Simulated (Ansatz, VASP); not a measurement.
**Two plane-wave programs on Mg**

```
Mg
1.0
     3.05185    0.00000    0.00000
    -1.52593    2.64298    0.00000
     0.00000    0.00000    5.27859
Mg
2
Direct
  0.33333 0.66667 0.25000
  0.66667 0.33333 0.75000
```

Change from the starting cell: band edges of the strained film's bulk.

Alike in both runs: task single point; functional PBEsol; k mesh 12 × 12 × 7; occupations gaussian, width 0.1 eV; no spin polarisation.

|  | VASP | Ansatz |
| --- | --- | --- |
| version | VASP 6.6.1 | Ansatz 0.2.0 |
| potentials or method | VASP PAW PBE potentials, release 64 (Mg) | scalar-relativistic, plane waves, PAW |
| plane-wave cutoff (eV) | 520 | 420 |
| valence electrons in the cell | 4 | 20 |

|  | VASP | Ansatz | Ansatz less VASP |
| --- | --- | --- | --- |
| gap on the k mesh at the Fermi level (eV) | none | none | - |
| pressure (GPa) | 2.6 | 2.6 | +0.02 |
| largest component of the traceless stress (GPa) | 2.69 | 2.65 | -0.037 |

A gap of «none» marks a metal or a gap that the smearing closes. The two sets of potentials don't hold the same shells in valence.

Caveats: the PAW data sets were made with another functional, which shifts forces and pressure a little (VASP).
